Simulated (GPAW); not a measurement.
**CdTe: band structure with LDA**

**Experimental background.**

From a printed reference work, data compilation, for a bulk crystal of CdTe at 0 K: band gap 1.607 eV.

The system is CdTe.

```
Te Cd
1.0
     0.00000    3.20500    3.20500
     3.20500    0.00000    3.20500
     3.20500    3.20500    0.00000
Te Cd
1 1
Cartesian
  1.6025 1.6025 1.6025
  0.0000 0.0000 0.0000
```

```yaml
Program: GPAW 26.7.0
Task: band structure
Functional: LDA
Potentials_or_basis: the program's PAW data sets (release 1.2.1) made for this functional
Cutoff: 600 eV
Basis: pw
k_mesh: 6 × 6 × 6
Occupations: fermi-dirac, width 0.05 eV
Spin: spin-orbit coupling, no magnetisation
Maxiter: 150
Band_path: GXWKGLUWLK,UX
Band_points: 60
spin_axis_theta_degrees: 0
spin_axis_phi_degrees: 0
Soc_after_scf: second variation
```

* Pressure: -0.4 GPa
* Band gap on the k mesh: 0.28 eV, direct
* Band gap along the path: 0.28 eV, direct

Levels at the corners of the path, in eV from the valence-band top:
| point | band 14 | band 15 | band 16 | band 17 | band 18 | band 19 | band 20 | band 21 | band 22 | band 23 |
| --- | --- | --- | --- | --- | --- | --- | --- | --- | --- | --- |
| Γ | -0.99 | 0.00 | 0.00 | 0.00 | 0.00 | 0.28 | 0.28 | 3.89 | 3.89 | 4.29 |
| X | -4.90 | -2.54 | -2.54 | -2.16 | -2.16 | 2.05 | 2.05 | 2.23 | 2.23 | 8.25 |
| W | -4.63 | -3.17 | -2.67 | -2.64 | -2.63 | 3.66 | 4.14 | 4.23 | 4.31 | 5.01 |
| K | -4.67 | -3.29 | -2.96 | -2.00 | -1.96 | 2.39 | 2.43 | 4.00 | 4.23 | 6.88 |
| Γ | -0.99 | 0.00 | 0.00 | 0.00 | 0.00 | 0.28 | 0.28 | 3.89 | 3.89 | 4.29 |
| L | -5.05 | -1.48 | -1.48 | -0.87 | -0.87 | 1.34 | 1.34 | 4.69 | 4.69 | 4.87 |
| U | -4.67 | -3.29 | -2.96 | -2.00 | -1.96 | 2.39 | 2.43 | 4.00 | 4.23 | 6.88 |
| W | -4.63 | -3.17 | -2.67 | -2.64 | -2.63 | 3.66 | 4.14 | 4.23 | 4.31 | 5.01 |
| L | -5.05 | -1.48 | -1.48 | -0.87 | -0.87 | 1.34 | 1.34 | 4.69 | 4.69 | 4.87 |
| K | -4.67 | -3.29 | -2.96 | -2.00 | -1.96 | 2.39 | 2.43 | 4.00 | 4.23 | 6.88 |
| U | -4.67 | -3.29 | -2.96 | -2.00 | -1.96 | 2.39 | 2.43 | 4.00 | 4.23 | 6.88 |
| X | -4.90 | -2.54 | -2.54 | -2.16 | -2.16 | 2.05 | 2.05 | 2.23 | 2.23 | 8.25 |

Wall time 59 s on 1 thread of Arm Neoverse V1, with other jobs on the host, peak memory 0.3 GiB.

A measured gap of CdTe is 1.607 eV (0 K; a printed reference work, data compilation); the calculated 0.28 eV misses it by -1.32 eV. So large a miss can be the level of theory's own, or it may mean another phase, state or a wrong row. The value is that of LDA, without temperature or zero-point motion. Semilocal functionals fall short of measured gaps as a rule.

Caveat: spin-orbit coupling was added after a scalar SCF, so levels and gaps hold it while energy, forces, pressure and moments don't; this program's spin-orbit splittings come out too wide for heavy elements.
